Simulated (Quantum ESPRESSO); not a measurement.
AlO under changes of volume

One of the cells (10.618 Å³/atom); the others are scaled copies at fixed shape and fractional positions:

```xyz
2
Lattice="2.7692 0.0000 0.0000 0.0000 2.7692 0.0000 0.0000 0.0000 2.7692" Properties=species:S:1:pos:R:3 pbc="T T T"
Al    1.3846    1.3846    1.3846
O     0.0000    0.0000    0.0000
```

The cell was built by a generator and needn't be a form met in nature.

```yaml
Program: Quantum ESPRESSO 7.5
Functional: PBE
Potentials_or_basis: SSSP 1.3 efficiency PBE
Cutoff: 748 eV
Density_cutoff: 5987 eV
k_mesh: 10 × 10 × 10
Occupations: fermi-dirac, width 0.05 eV
Spin: no spin polarisation
```

```csv
volume (Å³/atom),energy over the lowest point (meV/atom),pressure (GPa)
9.981,?,?
10.193,7.19,5.6
10.405,1.67,2.6
10.618,0.00,-0.2
10.830,1.82,-2.7
11.042,6.81,-5.0
11.255,14.69,-7.0
```

Task: What does the run at 9.981 Å³/atom give?

Result: Energy over the lowest point 16.85 meV/atom; pressure 8.9 GPa.

Worked out: A Birch-Murnaghan fit of order 3 (a polynomial in V^(-2/3)) to the other rows has its minimum at 10.61 Å³/atom with B0 = V·E''(V) = 132 GPa and B' = 4.0. It gives 16.96 meV/atom at 9.981 Å³/atom, against the run's 16.85, and -dE/dV = 9.1 GPa, against 8.9.

Energies are extrapolated to zero smearing.

Caveats: an odd number of electrons without spin polarisation forces a metal; a magnetic or distorted state may lie lower.
